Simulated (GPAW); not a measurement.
Runs of GPAW 26.7.0 on CuI (Marshite). It takes space group F-43m (No. 216, cubic). The conventional cell has a = 6.063 Å, b = 6.063 Å, c = 6.063 Å, α = 90.00°, β = 90.00°, γ = 90.00°. I (site symmetry -43m) has 4 Cu at 2.63 Å as nearest neighbours. Cu (site symmetry -43m) is surrounded by 4 I at 2.63 Å. 

```tsv
level	gap on the mesh (eV)	pressure (GPa)	relaxed volume (Å³/atom)
PBEsol	1.15	0.0	(c)
PBEsol+D3(BJ)+ATM	1.24	-0.1	25.75
PBEsol+D3	1.24	-0.1	25.78
PBEsol+D3(BJ)	(b)	-0.1	(a)
PBEsol+D4	1.21	0.0	26.01
```

Alike in all rows: task relaxation of cell and atoms; potentials or basis PAW data sets generated in the run's folder for this functional, pw; no spin polarisation; cell relaxed; k mesh 8 × 8 × 8; cutoff (eV) 600; smearing fermi-dirac 0.05 eV.

Estimate the missing entries.

(a) 25.64; (b) 1.25; (c) 26.65.

Caveats: with this Cu data set, volumes or pressures lay over 1.5 % or 2 GPa off other programs in two to four cells of ten; later steps reuse the first step's grids; spin-orbit coupling is left out, which moves the levels of the heavy elements.

A k mesh can miss the band edges, and the runs leave out spin-orbit coupling on I.
